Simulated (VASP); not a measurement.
**TePb: accuracy against cost in the precision settings and k-mesh**

Aim: find what the precision settings and k-mesh change for TePb, and what they cost. The series runs use LDA. The precision settings tried: PREC = Low; PREC = Medium; PREC = Normal; PREC = Single; PREC = Accurate; LREAL = Auto; ADDGRID = .TRUE.; LASPH = .TRUE.. The k-mesh tried: 2 2 2; 3 3 3; 4 4 4; 5 5 5; 7 7 7; 9 9 9; 11 11 11. The atoms of the start are displaced at random from the sites of a Fm-3m cell.

Main program and level: VASP 6.6.1; LDA; plane waves and PAW (Te, Pb_d).

This is a report of a sequence of runs, with most program output left out.

**1. The structure**

The structure is triclinic, space group P1 (No. 1). The conventional cell has a = 4.569 Å, b = 4.569 Å, c = 4.569 Å, α = 60.00°, β = 60.00°, γ = 60.00°. Te has 6 Pb at 3.18 to 3.28 Å nearest. Nearest to Pb lie 6 Te at 3.18 to 3.28 Å. Farther neighbours and most contacts between anions are not listed.

**2. Precision settings: PREC = Low**

PREC sets the FFT grids, and LREAL, ADDGRID and LASPH trade speed for accuracy. LDA, the lowest rung, knows the local density alone.

The input, INCAR:

```
SYSTEM = TePb
PREC = Low
ENCUT = 400
EDIFF = 1E-06
NELM = 100
ISMEAR = -1
SIGMA = 0.05
LREAL = .FALSE.
ALGO = Normal
GGA = CA
NBANDS = 16
LORBIT = 11
LWAVE = .FALSE.
LCHARG = .FALSE.
KPAR = 2
ISIF = 2
```

The input, POSCAR:

```
TePb
1.0
    0.0000000000      3.2310000000      3.2310000000
    3.2310000000      0.0000000000      3.2310000000
    3.2310000000      3.2310000000      0.0000000000
Te Pb
1 1
Direct
    0.4920900000      0.5079720000      0.4953140000
    0.0063260000      0.0081060000     -0.0095080000
```

The input, KPOINTS:

```
Automatic mesh
0
Gamma
6 6 6
0 0 0
```

Potentials, in the order of the species: Te and Pb_d (PBE family, release 64).

On the command line:

```bash
$ mpirun -np 2 vasp_std
```

Wall time 18 s (2 MPI ranks of AMD EPYC 7R43, shared host); peak memory 0.28 GiB.

The gap is read on the k-mesh alone, so it is an upper bound where the band edges lie off the mesh. Spin-orbit coupling is off here; with elements this heavy it splits and shifts levels by tenths of an eV or more. The PAW data sets were made with PBE, though LDA sets exist; this is a small mismatch.

Numbers from this step:

| Quantity | Value |
| --- | --- |
| SCF cycles | 12 |
| electrons | 20 |
| bands | 16 |
| irreducible k-points | 112 |
| symmetry operations | 1 |
| free energy (TOTEN) | -8.806 eV |
| Fermi energy | 5.645 eV |
| pressure | -1.494 GPa |
| metallic | no |
| valence top at k | 0, 0.5, 0 |
| conduction bottom at k | 0, 0.5, 0 |
| least direct gap at k | 0, 0.5, 0 |
| gap on the k-mesh | 0.6409 eV |
| least direct gap on the k-mesh | 0.6409 eV |

The series starts at -4.4028 eV an atom and -1.49 GPa, after 12 cycles in 18 s.

**3. Precision settings: PREC = Medium**

INCAR, as its differences from that of step 2:

```diff
@@ -1,3 +1,3 @@
 SYSTEM = TePb
-PREC = Low
+PREC = Medium
 ENCUT = 400
```

POSCAR is that of step 2.

KPOINTS is that of step 2.

On the command line:

```bash
$ mpirun -np 2 vasp_std
```

The job ended after 18 s (2 MPI ranks; peak memory 0.29 GiB).

Against the first of the series the energy moves by +0.72 meV an atom and the pressure by -0.02 GPa, after 12 cycles in 18 s.

**4. Precision settings: PREC = Normal**

INCAR, as its differences from that of step 3:

```diff
@@ -1,3 +1,3 @@
 SYSTEM = TePb
-PREC = Medium
+PREC = Normal
 ENCUT = 400
```

POSCAR is that of step 3.

KPOINTS is that of step 3.

On the command line:

```bash
$ mpirun -np 2 vasp_std
```

Run time: 19 s. Hardware: 2 MPI ranks; peak memory 0.32 GiB.

Against the first of the series the energy moves by +0.76 meV an atom and the pressure by -0.02 GPa, after 12 cycles in 19 s.

**5. Precision settings: PREC = Single**

INCAR, as its differences from that of step 4:

```diff
@@ -1,3 +1,3 @@
 SYSTEM = TePb
-PREC = Normal
+PREC = Single
 ENCUT = 400
```

POSCAR is that of step 4.

KPOINTS is that of step 4.

On the command line:

```bash
$ mpirun -np 2 vasp_std
```

It took 31 s on 2 MPI ranks; peak memory 0.3 GiB.

Against the first of the series the energy moves by +0.72 meV an atom and the pressure by -0.02 GPa, after 12 cycles in 31 s.

**6. Precision settings: PREC = Accurate**

INCAR, as its differences from that of step 5:

```diff
@@ -1,3 +1,3 @@
 SYSTEM = TePb
-PREC = Single
+PREC = Accurate
 ENCUT = 400
```

POSCAR is that of step 5.

KPOINTS is that of step 5.

On the command line:

```bash
$ mpirun -np 2 vasp_std
```

It took 30 s on 2 MPI ranks; peak memory 0.34 GiB.

Against the first of the series the energy moves by +0.77 meV an atom and the pressure by -0.02 GPa, after 12 cycles in 30 s.

**7. Precision settings: LREAL = Auto**

INCAR, as its differences from that of step 6:

```diff
@@ -7,3 +7,3 @@
 SIGMA = 0.05
-LREAL = .FALSE.
+LREAL = Auto
 ALGO = Normal
```

POSCAR is that of step 6.

KPOINTS is that of step 6.

On the command line:

```bash
$ mpirun -np 2 vasp_std
```

The job ended after 47 s (2 MPI ranks; peak memory 0.28 GiB; 92 s of CPU time).

Against PREC = Accurate, on which this run builds, the energy moves by +0.27 meV an atom and the pressure by +0.01 GPa, after 12 cycles in 47 s.

**8. Precision settings: ADDGRID on**

INCAR, as its differences from that of step 7:

```diff
@@ -7,3 +7,3 @@
 SIGMA = 0.05
-LREAL = Auto
+LREAL = .FALSE.
 ALGO = Normal
@@ -16 +16,2 @@
 ISIF = 2
+ADDGRID = .TRUE.
```

POSCAR is that of step 7.

KPOINTS is that of step 7.

On the command line:

```bash
$ mpirun -np 2 vasp_std
```

Run time: 34 s. Hardware: 2 MPI ranks; peak memory 0.51 GiB; 67 s of CPU time.

Against PREC = Accurate, on which this run builds, the energy stays within 0.01 meV an atom and the pressure within 0.01 GPa, after 12 cycles in 34 s.

**9. Precision settings: LASPH on**

INCAR, as its differences from that of step 8:

```diff
@@ -16,2 +16,2 @@
 ISIF = 2
-ADDGRID = .TRUE.
+LASPH = .TRUE.
```

POSCAR is that of step 8.

KPOINTS is that of step 8.

On the command line:

```bash
$ mpirun -np 2 vasp_std
```

Wall time 33 s (2 MPI ranks); peak memory 0.36 GiB.

Against PREC = Accurate, on which this run builds, the energy stays within 0.01 meV an atom and the pressure within 0.01 GPa, after 12 cycles in 33 s.

**10. The precision settings series as a table**

This step: convergence of LDA results with the precision; plane waves and PAW (VASP 6.6.1).

No new run; the numbers come from the runs before.

Differences are taken from the run with PREC = Normal. Results of the series, by row:

| setting | status | energy less the reference (meV/atom) | pressure (GPa) | largest force difference (meV/Å) | gap (eV) | SCF cycles | wall time (s) |
| --- | --- | --- | --- | --- | --- | --- | --- |
| PREC = Low | converged | -0.7645 | -1.494 | 8.52 | 0.6409 | 12 | 18.2 |
| PREC = Medium | converged | -0.04605 | -1.512 | 3.837 | 0.6411 | 12 | 18.4 |
| PREC = Normal | converged | 0 | -1.512 | 0 | 0.6411 | 12 | 18.6 |
| PREC = Single | converged | -0.04859 | -1.512 | 3.836 | 0.6411 | 12 | 31 |
| PREC = Accurate | converged | 0.005485 | -1.513 | 0.492 | 0.6411 | 12 | 30 |
| LREAL = Auto | converged | 0.2779 | -1.501 | 1.755 | 0.6412 | 12 | 47 |
| ADDGRID = .TRUE. | converged | 0.007045 | -1.513 | 0.555 | 0.6411 | 12 | 34 |
| LASPH = .TRUE. | converged | 0.005485 | -1.513 | 0.492 | 0.6411 | 12 | 33 |

**11. K-mesh: 2 2 2**

This step: LDA; plane waves and PAW (Te, Pb_d) (VASP 6.6.1).

The sum over the zone converges with the mesh, fast for insulators and slowly for metals.

INCAR, as its differences from that of step 9:

```diff
@@ -14,4 +14,3 @@
 LCHARG = .FALSE.
-KPAR = 2
+NCORE = 2
 ISIF = 2
-LASPH = .TRUE.
```

POSCAR is that of step 9.

The input, KPOINTS:

```
Automatic mesh
0
Gamma
2 2 2
0 0 0
```

On the command line:

```bash
$ mpirun -np 2 vasp_std
```

Elapsed: 3.2 s, on 2 MPI ranks; peak memory 0.2 GiB; 5.1 s of CPU time.

This step gave:

```
irreducible k-points           : 8
free energy (TOTEN)            : -7.074 eV
energy at zero smearing        : -7.071 eV
Fermi energy                   : 5.747 eV
pressure                       : 5.719 GPa
gap on the k-mesh              : 0.4648 eV
least direct gap on the k-mesh : 0.4648 eV
```

The series starts at -3.5356 eV an atom and 5.72 GPa, after 12 cycles in 3.2 s.

**12. K-mesh: 3 3 3**

INCAR, as its differences from that of step 11:

```diff
@@ -14,3 +14,3 @@
 LCHARG = .FALSE.
-NCORE = 2
+KPAR = 2
 ISIF = 2
```

POSCAR is that of step 11.

The input, KPOINTS:

```
Automatic mesh
0
Gamma
3 3 3
0 0 0
```

On the command line:

```bash
$ mpirun -np 2 vasp_std
```

Run time: 5.2 s. Hardware: 2 MPI ranks; peak memory 0.22 GiB.

Against the run before the energy moves by -893.26 meV an atom and the pressure by -7.33 GPa, after 12 cycles in 5.2 s.

**13. K-mesh: 4 4 4**

INCAR is that of step 12.

POSCAR is that of step 12.

The input, KPOINTS:

```
Automatic mesh
0
Gamma
4 4 4
0 0 0
```

On the command line:

```bash
$ mpirun -np 2 vasp_std
```

Wall time 12 s (2 MPI ranks); peak memory 0.26 GiB; 23 s of CPU time.

Against the run before the energy moves by +30.43 meV an atom and the pressure by +0.08 GPa, after 12 cycles in 12 s.

**14. K-mesh: 5 5 5**

INCAR is that of step 13.

POSCAR is that of step 13.

The input, KPOINTS:

```
Automatic mesh
0
Gamma
5 5 5
0 0 0
```

On the command line:

```bash
$ mpirun -np 2 vasp_std
```

Run time: 19 s. Hardware: 2 MPI ranks; peak memory 0.29 GiB; 38 s of CPU time.

Against the run before the energy moves by -4.24 meV an atom while the pressure stays within 0.01 GPa, after 12 cycles in 19 s.

**15. K-mesh: 7 7 7**

INCAR is that of step 14.

POSCAR is that of step 14.

The input, KPOINTS:

```
Automatic mesh
0
Gamma
7 7 7
0 0 0
```

On the command line:

```bash
$ mpirun -np 2 vasp_std
```

Wall time 52 s (2 MPI ranks); peak memory 0.42 GiB.

Against the run before the energy moves by +0.43 meV an atom and the pressure by -0.01 GPa, after 12 cycles in 52 s.

**16. K-mesh: 9 9 9**

INCAR is that of step 15.

POSCAR is that of step 15.

The input, KPOINTS:

```
Automatic mesh
0
Gamma
9 9 9
0 0 0
```

On the command line:

```bash
$ mpirun -np 2 vasp_std
```

The job ended after 1.7 min (2 MPI ranks; peak memory 0.67 GiB).

Against the run before the energy moves by +0.63 meV an atom and the pressure by +0.01 GPa, after 12 cycles in 1.7 min.

**17. K-mesh: 11 11 11**

INCAR is that of step 16.

POSCAR is that of step 16.

The input, KPOINTS:

```
Automatic mesh
0
Gamma
11 11 11
0 0 0
```

On the command line:

```bash
$ mpirun -np 2 vasp_std
```

The job ended after 3.2 min (2 MPI ranks; peak memory 1.1 GiB).

Against the run before the energy moves by +0.21 meV an atom while the pressure stays within 0.01 GPa, after 12 cycles in 3.2 min.

**18. The k-mesh series as a table**

This step: convergence of LDA results with the mesh; plane waves and PAW (VASP 6.6.1).

This step runs nothing: it gathers the runs above.

Differences are taken from the run with 11 11 11. Results of the series, by row:

| setting | status | energy less the reference (meV/atom) | pressure (GPa) | largest force difference (meV/Å) | gap (eV) | SCF cycles | wall time (s) |
| --- | --- | --- | --- | --- | --- | --- | --- |
| 2 2 2 | converged | 865.8 | 5.719 | 581.7 | 0.4648 | 12 | 3.2 |
| 3 3 3 | converged | -27.47 | -1.608 | 35.17 | 1.781 | 12 | 5.2 |
| 4 4 4 | converged | 2.964 | -1.527 | 44.39 | 0.6415 | 12 | 11.8 |
| 5 5 5 | converged | -1.276 | -1.529 | 16.62 | 1.118 | 12 | 19.4 |
| 7 7 7 | converged | -0.8472 | -1.542 | 4.512 | 0.9361 | 12 | 52 |
| 9 9 9 | converged | -0.2139 | -1.527 | 1.212 | 0.8306 | 12 | 103 |
| 11 11 11 | converged | 0 | -1.523 | 0 | 0.7726 | 12 | 190 |

**19. Summary of results**

```yaml
spread_of_the_pressure_over_the_precision_settings: 0.0195 GPa
spread_of_the_energy_over_the_precision_settings: 1.04 meV/atom
k_mesh_from_which_the_energy_stays_within_10_mev_atom_of_the_reference: 4 4 4
k_mesh_from_which_the_energy_stays_within_1_mev_atom_of_the_reference: 7 7 7
k_mesh_from_which_the_pressure_stays_within_0p2_gpa_of_the_reference: 3 3 3
spread_of_the_pressure_over_the_k_mesh: 7.33 GPa
spread_of_the_energy_over_the_k_mesh: 893 meV/atom
```

What this shows: Among the precision settings, PREC = Low moves the energy most against PREC = Accurate (-0.8 meV an atom), and PREC = Low the pressure (+0.02 GPa). The fastest converged run is PREC = Low, at 18 s against 30 s; on a shared host such times are rough. LREAL = Auto is slower here: projection in real space pays only in large cells. LASPH acts on gradient terms inside the spheres, which LDA lacks, so this test can't show its weight. From 7 7 7 on, the energy stays within 1 meV an atom of the reference, at 27 % of its time. The pressure holds within 0.2 GPa from 3 3 3 on. The energy swings above and below the reference, since the sum over k-points is not variational. The gap in the table jumps with the points that each mesh happens to hold, and is no measure of convergence. Differences are taken from the run with 11 11 11, which is itself not the exact limit. The run at 2 2 2 is over 30 meV an atom or 2 GPa off and describes the material poorly.

[Lines on the potential files, build, host, timing and source positions are cut from VASP's logs without a mark.]

[Logs are printed without paths, hosts, clocks, repeated set-up lines and the standing remarks that a program may print on its own settings, such as how far it seeks lower states.]

[Hosts, paths, dates, database ids (printed as entryN), source tags and the programs' standing remarks are cut or masked in the printed files.]

[A measured line is paired with the nearest computed mode of its activity, which favours agreement.]

[In band tables of VASP the shares of atoms and orbitals are scaled to a sum of 1 inside the atoms' spheres.]
